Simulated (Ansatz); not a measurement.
# Li2Se (COD cell start) from one functional to the next

The compound was started in one structure type and brought to zero pressure at each level (plane-wave PAW code Ansatz, Gaussian smearing of 0.05 eV, scalar-relativistic unless SOC, spin–orbit coupling, is named).

The start was a cell as deposited in COD.

The cell at PBE (neighbours within 15 % of each site's shortest distance, so a longer bond may be listed from one end only): It takes space group Fm-3m (No. 225, cubic). The conventional cell has a = 6.006 Å, b = 6.006 Å, c = 6.006 Å, α = 90.00°, β = 90.00°, γ = 90.00°. Li (site symmetry -43m) is surrounded by 4 Se at 2.60 Å. Around Se (site symmetry m-3m) lie 8 Li at 2.60 Å.

```csv
level,cutoff (eV),k-mesh,final group,a (Å),V (Å³/atom),gap (eV),B0 (GPa),E_f (eV/atom)
PBE,420,10×10×10,Fm-3m,6.006,18.06,2.98,34,-1.27
r²SCAN,500,8×8×8,Fm-3m,5.985,17.87,3.48,–,-1.43
```

Volumes against PBE: r²SCAN −1.0 %. r²SCAN widens the gap by 0.50 eV over PBE, as meta-GGAs in the generalised Kohn–Sham scheme often do. The formation energy spans 0.16 eV/atom over the functionals (r²SCAN lowest, PBE highest); the spread holds the functional's effect on the elements as well as on the compound.

All functionals run on datasets generated with PBE. The gaps are differences of one-electron levels. E_f is the formation energy from the elements run alike, at 0 K, without zero-point energy or dispersion between the molecules, chains or layers of the solid elements; it is good to about 0.01 eV/atom as a calculation.

All runs used the PAW datasets of the set soft_2.
